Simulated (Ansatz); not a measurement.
# PtSe2 monolayer (1T) under uniaxial strain along the armchair direction, normal to a, with the width clamped, part 2 of 2

Wanted: the shifts of the zone-centre modes of PtSe2 monolayer (1T) with strain.

Ansatz 0.2.0; DFT PBE, scalar-relativistic, plane waves, PAW; PAW set soft_1.

So far, highest optical mode at the zone centre (no LO-TO term) (cm⁻¹): step 5 (modes at rest) 222.

## Step 7: Modes of this member: uniaxial strain of +5 % along the armchair direction, normal to a, with the width clamped

The zone-centre modes follow for uniaxial strain of +5 % along the armchair direction, normal to a, with the width clamped.

input.yaml

```yaml
crystal:
  lattice:
    - [3.7481554773, 0.0, 0.0]
    - [-1.8740777386, 3.4082977536, 0.0]
    - [0.0, 0.0, 29.9272]
  atoms:
    - { symbol: Pt, position: [0.0, 0.0, 0.3341441899] }
    - { symbol: Se, position: [0.3293036083, 0.6586072165, 0.3761965771] }
    - { symbol: Se, position: [0.6706963917, 0.3413927835, 0.2920918027] }
  periodic: [true, true, false]
kpoints:
  mp_grid: { grid: [9, 9, 1] }
hamiltonian:
  xc: pbe
  pseudopotentials: { kind: paw, azcp: { folder: soft_1 } }
scf:
  occupations: { method: fixed }
output:
  eigenvalues: true
phonons:
  method: dfpt
```

Started as:

```console
$ ansatz run input.yaml --threads 4 --pin off --max-ram 16384MiB --backend cpu --events-out ev --progress --plain --runs-dir out
```

The job ended after 76 s (4 threads of Arm Neoverse V2, shared host; peak memory 1.4 GiB; 4.7 min of CPU time).

Numbers from this step:

* sum-rule residual before enforcement: 4.40e-4 eV/Å²
* point group: 2/m
* highest optical mode at the zone centre (no LO-TO term): 218.1 cm⁻¹
* lowest optical zone-centre mode: 161.3 cm⁻¹

Without the LO-TO term. Patterns of degenerate modes are one choice out of their space. The modes at Γ (shares of kinetic energy by element, %):

| mode | frequency (cm⁻¹) | symmetry | Pt % | Se % |
| --- | --- | --- | --- | --- |
| 1 | 0.0 | acoustic | 55 | 45 |
| 2 | 0.0 | acoustic | 55 | 45 |
| 3 | 0.0 | acoustic | 55 | 45 |
| 4 | 161.3 | Ag | 0 | 100 |
| 5 | 170.1 | Bg | 0 | 100 |
| 6 | 190.4 | Ag | 0 | 100 |
| 7 | 192.4 | Bu | 45 | 55 |
| 8 | 204.7 | Au | 45 | 55 |
| 9 | 218.1 | Bu | 45 | 55 |

Displacements in mode 4 (161.3 cm⁻¹), the largest set to 1:
```
Pt1  0.00  0.00  0.00
Se2  0.00  1.00  0.06
Se3  0.00 -1.00 -0.06
```

Displacements in mode 9 (218.1 cm⁻¹), the largest set to 1:
```
Pt1  0.00 -0.12  0.81
Se2  0.00  0.15 -1.00
Se3  0.00  0.15 -1.00
```

The lowest optical mode is real, 161 cm⁻¹, and the highest lies at 218.1 cm⁻¹.

## Step 8: A member of the series: uniaxial strain of -3 % along the armchair direction, normal to a, with the width clamped

The cell takes a uniaxial strain of -3 % along the armchair direction, normal to a, with the width clamped. The cell is held, and the atoms relax in it.

input.yaml

```yaml
crystal:
  lattice:
    - [3.7481554773, 0.0, 0.0]
    - [-1.8740777386, 3.1486179248, 0.0]
    - [0.0, 0.0, 29.9272]
  atoms:
    - { symbol: Pt, position: [0.0, 0.0, 0.3341441899] }
    - { symbol: Se, position: [0.3355797762, 0.6711595525, 0.3785547628] }
    - { symbol: Se, position: [0.6644202238, 0.3288404475, 0.289733617] }
  periodic: [true, true, false]
kpoints:
  mp_grid: { grid: [9, 9, 1] }
hamiltonian:
  xc: pbe
  pseudopotentials: { kind: paw, azcp: { folder: soft_1 } }
scf:
  occupations: { method: gaussian, width: 0.02 }
output:
  forces: true
  stress: true
  eigenvalues: true
relax:
  adjacent_minimum: "off"
  f_tol: 0.001
  max_steps: 60
```

Wall time 16 s (4 threads); peak memory 0.76 GiB.

Step by step:

| step | energy less that of the first step (eV) | largest force component (eV/Å) |
| --- | --- | --- |
| 1 | 0.0000 | 0.1283 |
| 2 | -0.0007 | 0.1173 |
| 3 | -0.0019 | 0.0074 |
| 4 | -0.0019 | 0.0001 |
| 5 | -0.0019 | 0.0001 |

The run keeps the 4 symmetry operations that it works with, so distortions that break them were not tested.

The atoms that moved most (Å):

| atom | dx | dy | dz | length |
| --- | --- | --- | --- | --- |
| Se2 | 0.000 | 0.008 | 0.011 | 0.013 |
| Se3 | 0.000 | -0.008 | -0.011 | 0.013 |

The relaxed structure:

```xyz
3
Lattice="3.7482 0.0000 0.0000 -1.8741 3.1486 0.0000 0.0000 0.0000 29.9272" Properties=species:S:1:pos:R:3
Pt    0.0000    0.0000   10.0000
Se    0.0000    2.1211   11.3399
Se    1.8741    1.0275    8.6601
```

Numbers from this step:

- gap on the k-mesh: 1.205 eV
- area per atom: 3.934 Å²

The largest force component left is 0.10 meV/Å.

## Step 9: Zone-centre modes of the member: uniaxial strain of -3 % along the armchair direction, normal to a, with the width clamped

The zone-centre modes follow for uniaxial strain of -3 % along the armchair direction, normal to a, with the width clamped.

input.yaml, the sections that differ from step 8:

```yaml
crystal:
  lattice:
    - [3.7481554773, 0.0, 0.0]
    - [-1.8740777386, 3.1486179248, 0.0]
    - [0.0, 0.0, 29.9272]
  atoms:
    - { symbol: Pt, position: [0.0, 0.0, 0.3341441899] }
    - { symbol: Se, position: [0.3368380605, 0.673676121, 0.3789159243] }
    - { symbol: Se, position: [0.6631619395, 0.326323879, 0.2893724555] }
  periodic: [true, true, false]
scf:
  occupations: { method: fixed }
output:
  eigenvalues: true
phonons:
  method: dfpt
# kpoints, hamiltonian: as in step 8
# relax: removed
```

Wall time 71 s (4 threads); peak memory 1.4 GiB.

This step gave:

```
sum-rule residual before enforcement                    : 1.95e-4 eV/Å²
highest optical mode at the zone centre (no LO-TO term) : 225 cm⁻¹
lowest optical zone-centre mode                         : 169.9 cm⁻¹
```

Without the LO-TO term. Patterns of degenerate modes are one choice out of their space. Modes at Γ, with each element's share of the kinetic energy:

| mode | frequency (cm⁻¹) | symmetry | Pt % | Se % |
| --- | --- | --- | --- | --- |
| 1 | 0.0 | acoustic | 55 | 45 |
| 2 | 0.0 | acoustic | 55 | 45 |
| 3 | 0.0 | acoustic | 55 | 45 |
| 4 | 169.9 | Bg | 0 | 100 |
| 5 | 173.0 | Ag | 0 | 100 |
| 6 | 200.0 | Ag | 0 | 100 |
| 7 | 218.2 | Au | 45 | 55 |
| 8 | 222.2 | Bu | 45 | 55 |
| 9 | 225.0 | Bu | 45 | 55 |

The lowest optical mode is real, 170 cm⁻¹, and the highest lies at 225.0 cm⁻¹.

## Step 10: All members side by side

The members are set side by side, also those not shown above.

Energies are extrapolated to zero smearing, and E0 is that at rest; the cell is clamped and the atoms are relaxed. State of the crystal along the series:

| strain (%) | E - E0 (meV/atom) | gap on mesh (eV) |
| --- | --- | --- |
| -3 | 8.339 | 1.205 |
| -2 | 3.694 | 1.27 |
| -1 | 0.9237 | 1.332 |
| 0 | 0 | 1.39 |
| 1 | 0.9064 | 1.366 |
| 2 | 3.609 | 1.34 |
| 3 | 8.072 | 1.277 |
| 4 | 14.26 | 1.214 |
| 5 | 22.12 | 1.152 |

Optical modes are counted from below at rest and tracked from member to member by their patterns, and modes that stay within 0.3 cm⁻¹ of each other stand once; labels, where given, are those at rest, then, where named, those of the strained cell; the cell is clamped and the atoms are relaxed. Optical modes along the series:

| strain (%) | optical mode 1 Eg to Ag single part (cm⁻¹) | optical mode 2 Eg to Bg single part (cm⁻¹) | optical mode 3 A1g to Ag (cm⁻¹) | optical mode 4 Eu to Bu single part (cm⁻¹) | optical mode 5 Eu to Au single part (cm⁻¹) | optical mode 6 A2u to Bu (cm⁻¹) |
| --- | --- | --- | --- | --- | --- | --- |
| -3 | 173 | 169.9 | 200 | 222.2 | 218.2 | 225 |
| -2 | 172.3 | 170.1 | 199 | 220.3 | 216.9 | 223.7 |
| -1 | 171.4 | 170.2 | 197.9 | 217.4 | 215.5 | 223 |
| 0 | 170.2 | 170.2 | 196.8 | 214 | 214 | 222.4 |
| 1 | 168.8 | 170.2 | 195.6 | 210.2 | 212.3 | 221.7 |
| 2 | 167.3 | 170.2 | 194.3 | 206.2 | 210.6 | 221 |
| 3 | 165.5 | 170.2 | 193.1 | 201.8 | 208.7 | 220.1 |
| 4 | 163.5 | 170.2 | 191.8 | 197.2 | 206.7 | 219.2 |
| 5 | 161.3 | 170.1 | 190.4 | 192.4 | 204.7 | 218.1 |

Value and slope at zero strain of a cubic (a lower polynomial where under five rows exist) through the rows within 2 % of rest. Slopes at rest:

| mode | frequency (cm⁻¹) | shift per percent of strain (cm⁻¹) |
| --- | --- | --- |
| optical mode 1 Eg to Ag single part | 170.2 | -1.26 |
| optical mode 2 Eg to Bg single part | 170.2 | 0.04 |
| optical mode 3 A1g to Ag | 196.8 | -1.15 |
| optical mode 4 Eu to Bu single part | 214 | -3.61 |
| optical mode 5 Eu to Au single part | 214 | -1.6 |
| optical mode 6 A2u to Bu | 222.4 | -0.61 |

## Step 11: Outcome

- members: 9
- highest optical mode at the zone centre (no LO-TO term), at rest: 222.4 cm⁻¹
- optical mode 3 A1g to Ag, shift per percent: -1.15 cm⁻¹
- optical mode 4 Eu to Bu single part, shift per percent: -3.61 cm⁻¹
- optical mode 5 Eu to Au single part, shift per percent: -1.60 cm⁻¹
- optical mode 6 A2u to Bu, shift per percent: -0.61 cm⁻¹

**Reading.** The strain lowers the symmetry: the level at 214.0 cm⁻¹ splits, into 192.4 and 204.7 cm⁻¹ at +5 %. The fastest shift in the table of slopes is -3.6 cm⁻¹ for each percent (optical mode 4 Eu to Bu single part). The width is clamped, so the contraction across the strain that a free sheet shows is left out. These are harmonic frequencies at zero temperature: anharmonic shifts, linewidths and thermal expansion are left out. Spin-orbit coupling is left out, which can matter for the heavy elements here. The starting cell was built on a prototype and not taken from a measurement. Only the zone centre was solved, so an instability at another wavevector cannot show here. In a sheet the LO-TO splitting vanishes at the zone centre, so no such term is missing here. The program warns in at least one run that the printed band levels were not confirmed.

[Logs are printed without paths, hosts, clocks, repeated set-up lines and the standing remarks that a program may print on its own settings, such as how far it seeks lower states.]

[Hosts, paths, dates, database ids (printed as entryN), source tags and the programs' standing remarks are cut or masked in the printed files.]
